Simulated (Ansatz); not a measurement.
Input for Ansatz (plane-wave DFT, PAW):

```yaml
crystal:
  lattice:
    - [3.2062346808, 0.0, 0.0]
    - [-1.6031173404, 2.7766806841, 0.0]
    - [0.0, 0.0, 33.1105553092]
  atoms:
    - { symbol: P, position: [0.2661594534, 0.7338405466, 0.2291895535] }
    - { symbol: Mo, position: [-0.0671721896, 0.0671721896, 0.2772290389] }
    - { symbol: P, position: [0.266151022, 0.733848978, 0.3265882956] }
    - { symbol: Mo, position: [-0.0671742995, 0.0671742995, 0.3738756442] }
    - { symbol: P, position: [0.2661468468, 0.7338531532, 0.423916714] }
    - { symbol: Mo, position: [-0.0671810313, 0.0671810313, 0.4678549247] }
basis:
  ecutwfc: 420
kpoints:
  mp_grid: { grid: [12, 12, 1] }
hamiltonian:
  xc: pbesol
scf:
  occupations: { method: gaussian, width: 0.1 }
output:
  forces: true
  stress: true
  eigenvalues: true
  write_density: true
  write_potential: true
  elf: true
  volumetric_format: npy
efield:
  axis: 3
  dipole_correction: true
  ramp_width: 0.04
```

Launched with
```bash
ansatz run input.yaml --threads 4 --pin off --max-ram 10240MiB --backend cpu --events-out ev --progress --plain --runs-dir out
```

The calculation used DFT PBEsol, scalar-relativistic, plane waves, PAW (Ansatz 0.2.0).

Abridged output (final results; tables in files aren't shown):

```
SCF 1 converged in 9 iterations: F = -16913.646612 eV  dr2 = 6.08e-8
WARN: The input density's exchange-correlation potential varies sharply where the density is thin. Do not read a vacuum level from v_tot or v_xc, or from such a field of the output density. On a cell that repeats whose density bears no net charge and no dipole along the vacuum's axis use v_es (v_loc + v_h of the components); under efield.dipole_correction with no amplitude use v_es + v_field, which holds any external_charges[].barrier, or the levels of the report's work_function block, which leave it out; under a non-zero efield.amplitude the vacuum is tilted and has no level; on a cell that repeats and bears such a dipole with no correction it is tilted too, and efield.dipole_correction wit ...
SCF converged after 9 iterations
Free energy (F): -16913.646612 eV
Harris-Foulkes:  -16913.646612 eV  (|F-HF|=4.06e-8)
Internal energy: -16913.621825 eV  (E = F + TS)
E sigma→0 (E₀):  -16913.634219 eV
Entropy (-TS):   -0.024786 eV (-4.131 meV/atom)
Fermi energy:    1.433092 eV
Dipole field:    D = 0.042251 V/Å  (p = 0.068827 e·Å, saw-weighted, corrected)
Work function:   Φ+ = 4.2667 eV   Φ− = 5.6657 eV
Levels:          The Fermi level and band energies are counted from a zero that moves with the ramp; work functions are not
--- Per-component energies (eV) ---
  E_band       = -1062.860229
  E_kinetic    = 1541.181403
  E_local      = -96554.396583  (includes V_loc(G=0)·N_el)
  E_nonlocal   = 536.370693
  E_hartree    = 47371.892660
  E_xc         = -732.074236
  E_vxc        = -869.880210  (∫ρ·V_xc dr)
  E_paw        = -11094.411513  (= ΣΔE_a)
  E_vpaw       = -458.916105  (= ΣTr[D̂ρ^β])
  E_aug_tail   = 0.000132  (compensation charges beyond the density's cutoff)
  E_efield     = 0.001454  (sawtooth field / dipole correction)
  E_vefield    = -0.973748  (∫n·V_field dr)
  E_ewald      = 42017.047980
  E_core_change = 0.766186  (= ΣΔE_core)
  E_smearing   = -0.024786  (= −TS)
--- Forces (eV/Å), atoms counted from 1 ---
  atom   1  P      0.00007499    -0.00004330    -0.02860405
  atom   2  Mo    -0.00032104     0.00018535     0.06020220
  atom   3  P      0.00053861    -0.00031097    -0.06099537
  atom   4  Mo    -0.00059382     0.00034284     0.16513311
  atom   5  P      0.00047541    -0.00027448     0.69539752
  atom   6  Mo    -0.00017355     0.00010020    -0.83105335
--- Stress (GPa, compression-positive) ---
       -2.665770      -0.000377       0.000036
       -0.000377      -2.666206      -0.000021
        0.000036      -0.000021      -0.757456
  P = ⅓ Tr σ = -2.0298 GPa (-20.298 kbar)
--- Band table (eV; the first three rows and the last of 43) ---
  k-point 0: bands = ["-59.6638", "-59.4011", "-59.3743", "-34.0357", "-33.7309", "-33.6191", "-33.6191", "-33.5878", "-33.3591", "-33.3591", "-33.2759", "-33.2759", "-11.9628", "-10.8604", "-9.4170", "-5.4282", "-3.6451", "-2.5808", "-1.5673", "-1.5673", "-1.1851", "-1.1849", "-0.3927", "-0.3926", "0.2235", "0.2236", "0.7096", "0.9181", "0.9182", "1.0018", "1.7772", "1.9235", "1.9237", "2.8138", "5.2196"]
  k-point 1: bands = ["-59.6616", "-59.3989", "-59.3720", "-34.0310", "-33.7276", "-33.6430", "-33.6246", "-33.5837", "-33.3829", "-33.3646", "-33.2981", "-33.2811", "-11.8435", "-10.7774", "-9.3465", "-5.3013", "-3.5534", "-2.5640", "-1.7755", "-1.4889", "-1.4662", "-1.2667", "-0.5708", "-0.3177", "-0.0531", "0.2034", "0.3016", "0.9009", "0.9613", "1.4039", "1.4336", "1.8854", "2.4557", "3.1790", "5.0037"]
  k-point 2: bands = ["-59.6553", "-59.3930", "-59.3658", "-34.0181", "-33.7206", "-33.7063", "-33.6398", "-33.5726", "-33.4473", "-33.3796", "-33.3584", "-33.2954", "-11.5008", "-10.5476", "-9.1391", "-4.9652", "-3.3564", "-2.8843", "-2.1365", "-1.8778", "-1.5351", "-1.2974", "-1.0016", "-0.5711", "-0.2368", "-0.1186", "0.5572", "0.5920", "0.9898", "1.4828", "1.7992", "1.8260", "2.9931", "3.8307", "4.7184"]
  k-point 42: bands = ["-59.6296", "-59.3688", "-59.3402", "-33.9689", "-33.9644", "-33.7047", "-33.7012", "-33.6803", "-33.6014", "-33.5268", "-33.4405", "-33.3535", "-9.5985", "-9.5045", "-7.8533", "-5.5343", "-4.8100", "-4.2003", "-2.8922", "-2.5353", "-2.4980", "-2.0033", "-1.3487", "-0.9310", "-0.0775", "0.3864", "1.1660", "1.6227", "2.2837", "2.5865", "2.9069", "3.4239", "3.4853", "3.6628", "3.9301"]
```

Self-consistency was reached.

It took 4 s on 4 threads of AMD EPYC 9R45 96-Core Processor (Zen 5), with other jobs on the host, peak memory 0.84 GiB.